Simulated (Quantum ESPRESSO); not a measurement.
NaCl: dielectric tensor with PBEsol

NaCl:

```xyz
2
Lattice="3.5022 0.0000 0.0000 0.0000 3.5022 0.0000 0.0000 0.0000 3.5022" Properties=species:S:1:pos:R:3 pbc="T T T"
Cl    1.7511    1.7511    1.7511
Na    0.0000    0.0000    0.0000
```

Measurements of this composition are mostly on another form, of space group No. 225.

```yaml
Program: Quantum ESPRESSO 7.5
Task: dielectric tensor
Functional: PBEsol
Potentials_or_basis: PseudoDojo 0.4.1 SR PBEsol standard
Cutoff: 1197 eV
Density_cutoff: 4789 eV
k_mesh: 10 × 10 × 10, shifted
Occupations: fermi-dirac, width 0.05 eV
Spin: no spin polarisation
Mixing_beta: 0.5
Most_SCF_iterations: 120
SCF_threshold: 4e-10 Ry
```

The pressure is -1.2 GPa. The electronic dielectric tensor (diagonal) is 2.76. The born charges (mean of the diagonal) is Cl -1.19; Na +1.19 e.

Levels at points of the mesh, in eV from the valence-band top:
```csv
k point,band 5,band 6,band 7,band 8,band 9,band 10,band 11,band 12
"(0.05, 0.05, 0.05)",-13.27,-0.56,-0.48,-0.48,4.16,8.56,8.56,14.48
```

Electronic dielectric tensor:
```
2.76 0.00 0.00
0.00 2.76 0.00
0.00 0.00 2.76
```

Born effective charge tensors (e):
atom 1, Cl
```
-1.19  0.00  0.00
 0.00 -1.19  0.00
 0.00  0.00 -1.19
```
atom 2, Na
```
1.19 0.00 0.00
0.00 1.19 0.00
0.00 0.00 1.19
```

It took 2.8 min on 1 thread of Arm Neoverse V2 (shared host), peak memory 0.08 GiB.
